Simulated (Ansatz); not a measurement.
ZnS under changes of volume

One of the cells (19.727 Å³/atom); the others are scaled copies at fixed shape and fractional positions:

```
Zn S
1.0
     0.00000    2.70200    2.70200
     2.70200    0.00000    2.70200
     2.70200    2.70200    0.00000
Zn S
1 1
Direct
  0.75000 0.75000 0.75000
  0.00000 0.00000 0.00000
```

| Quantity | Value |
| --- | --- |
| Program | Ansatz 0.2.0 |
| Functional | revPBE0 |
| Potentials or basis | Ansatz PAW |
| Cutoff | 420 eV (not typed: the program's choice for these potentials) |
| k mesh | 5 × 5 × 5 |
| Occupations | fermi-dirac, width 0.05 eV |
| Spin | no spin polarisation |

```tsv
volume (Å³/atom)	energy over the lowest point (meV/atom)	pressure (GPa)	gap on the mesh (eV)
18.543	39.90	7.9	4.43
18.938	22.99	5.8	4.33
19.332	11.05	3.9	4.23
19.727	?	?	?
20.121	0.00	0.7	4.04
20.516	0.04	-0.7	3.94
20.910	3.41	-2.0	3.85
```

Question: What does the run at 19.727 Å³/atom give?

Answer: Energy over the lowest point 3.52 meV/atom; pressure 2.2 GPa; gap on the mesh 4.13 eV.

Worked out: A Birch-Murnaghan fit of order 3 (a polynomial in V^(-2/3)) to the other rows has its minimum at 20.31 Å³/atom with B0 = V·E''(V) = 72 GPa and B' = 4.2. It gives 3.51 meV/atom at 19.727 Å³/atom, against the run's 3.52, and -dE/dV = 2.2 GPa, against 2.2. A straight line through the other rows of the gap, of slope -4.83 eV per unit of ln V (its deformation potential), gives 4.13 eV, against the run's 4.13.

Energies are extrapolated to zero smearing.

Caveats: odd divisions of the mesh miss points on the zone boundary, where band edges often lie, so the gap on the mesh can be too wide; the PAW data sets come from PBE, with cores solved anew for the run's functional, which leaves a small shift of forces and pressure; the thresholds are loose for stress.
